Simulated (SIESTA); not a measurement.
The system is Zn.

```
CELL_PARAMETERS angstrom
2.67000 0.00000 0.00000
-1.33500 2.31229 0.00000
0.00000 0.00000 4.96600
ATOMIC_POSITIONS crystal
Zn 0.66667 0.33333 0.75000
Zn 0.33333 0.66667 0.25000
```

Base run:

- Program: SIESTA 5.4.2
- Functional: PBE
- Potentials or basis: PseudoDojo 0.4 standard (PBE files)
- Basis: DZP (energy shift 0.003 Ry; two zetas on semicore shells)
- Grid cutoff: 800 Ry
- Energy shift: 0.003 Ry
- k mesh: 11 × 11 × 6
- Occupations: fermi-dirac, width 0.05 eV
- Spin: no spin polarisation

Its results: band gap on the k mesh none (metal or under the smearing width); pressure -4.1 GPa.

**Question.** The run is repeated on the same cell with these changes: functional from PBE to LDA; potentials or basis from PseudoDojo 0.4 standard (PBE files) to PseudoDojo 0.4 standard (LDA files). What comes out?

**Answer.** Band gap on the k mesh none (metal or under the smearing width); pressure -12.3 GPa.

Caveats: short orbitals over semicore shells can move pressures by several GPa; the valence orbitals were made in a potential fitted to the semicore shell under them, which widens gaps by tenths of an eV or more; the basis of atomic orbitals isn't converged, which shifts pressures, moduli and gaps.

Not every run made on this cell is shown here.
